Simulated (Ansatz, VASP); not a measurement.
# LiCl: VASP beside Ansatz

Contents of INCAR:

```
SYSTEM = LiCl
PREC = Accurate ; ENCUT = 520
EDIFF = 1E-6 ; ISMEAR = -1
SIGMA = 0.05 ; LREAL = .False.
LASPH = .True. ; NELM = 100
ALGO = Normal ; ISIF = 2
LWAVE = .False. ; LCHARG = .False.
GGA = PE ; NBANDS = 12
```

File KPOINTS:

```
regular mesh
0
Gamma
  11 11 11
  0 0 0
```

The input POSCAR:

```
LiCl
1.0
    0.0000000000      2.8001544700      2.6750973503
    2.8001544700      0.0000000000      2.6750973503
    2.8001544700      2.8001544700      0.0000000000
Li Cl
1 1
Direct
    0.0000000000      0.0000000000      0.0000000000
    0.2500000000      0.2500000000      0.2500000000
```

Input for Ansatz:

```yaml
crystal:
  lattice:
    - [0.0, 2.80015447, 2.6750973503]
    - [2.80015447, 0.0, 2.6750973503]
    - [2.80015447, 2.80015447, 0.0]
  atoms:
    - { symbol: Li, position: [0.0, 0.0, 0.0] }
    - { symbol: Cl, position: [0.25, 0.25, 0.25] }
kpoints:
  mp_grid: { grid: [11, 11, 11] }
scf:
  occupations: { method: fermi_dirac, width: 0.05 }
hamiltonian:
  xc: pbe
  pseudopotentials: { kind: all_electron, lapw: { basis_error: 0.0005 } }
output:
  forces: true
  stress: true
  eigenvalues: true
```

Change from the starting cell: z stretched by -3 % at fixed volume.

Alike in both runs: task single point; functional PBE; k mesh 11 × 11 × 11; occupations fermi-dirac, width 0.05 eV; no spin polarisation.

|  | VASP | Ansatz |
| --- | --- | --- |
| version | VASP 6.6.1 | Ansatz 0.2.0 |
| potentials or method | VASP PAW PBE potentials, release 64 (Li_sv, Cl) | all-electron LAPW, scalar-relativistic |
| plane-wave cutoff (eV) | 520 | see its input |

VASP gave:

- gap on the k mesh at the Fermi level (eV): 5.91

Question: Which values does Ansatz return?

Answer: gap on the k mesh at the Fermi level (eV): 5.90.

Ansatz ran all-electron here, so the differences hold the error of VASP's frozen core and of both bases.

Caveats: an odd mesh through Γ misses points on the zone boundary, where band edges often lie.
